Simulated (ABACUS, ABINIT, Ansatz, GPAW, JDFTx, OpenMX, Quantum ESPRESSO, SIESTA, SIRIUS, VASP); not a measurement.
# K: programs and potentials compared

```
CELL_PARAMETERS angstrom
-2.69756 2.69756 2.69756
2.69756 -2.69756 2.69756
2.69756 2.69756 -2.69756
ATOMIC_POSITIONS crystal
K 0.00000 0.00000 0.00000
```

Alike in all runs: task single point; functional PBE; k mesh 7 × 7 × 7; occupations fermi-dirac, width 0.05 eV; no spin polarisation; no spin-orbit coupling. Pressure is positive in compression and, in plane waves, holds the error of the finite cutoff, which Ansatz's Pulay term estimates and takes out.

| program and potentials | plane-wave cutoff (eV) | notes | pressure (GPa) |
| --- | --- | --- | --- |
| ABINIT, JTH PAW PBE v2.0 | 435 | - | ? |
| JDFTx, PseudoDojo-SR-PBE-0.5-standard | 1007 | - | -0.20 |
| Ansatz, all-electron LAPW, scalar-relativistic | - | - | -0.20 |
| SIRIUS, PseudoDojo 0.4.1 PBE standard (scalar relativistic) | 1030 | - | -0.20 |
| OpenMX, OpenMX 2013 PBE set, K10.0-s3p2d1, grid cutoff 260 Ry | - | atomic basis | -0.20 |
| SIESTA, files PseudoDojo sr-pbe-0.4.1-standard, DZP (energy shift 0.003 Ry; two zetas on semicore shells; d shell added on K) | - | atomic basis | -0.27 |
| GPAW, GPAW PAW data sets (gpaw-data 1.2.1) | 600 | - | -0.21 |
| Ansatz, Ansatz PAW (earlier soft set) | 420 | - | -0.20 |
| VASP, PBE PAW files K_sv, 520 eV | 520 | - | -0.21 |
| Quantum ESPRESSO, SSSP 1.3 efficiency PBE | 816 | - | -0.21 |
| ABACUS, PseudoDojo NC SR 0.4.1 PBE standard, plane waves | 1007 | - | -0.20 |

Problem. Estimate from the other rows what the run with ABINIT, JTH PAW PBE v2.0 gave.

Solution. Pressure -0.24 GPa. The other rows, which needn't bracket it: pressure -0.27 to -0.20.
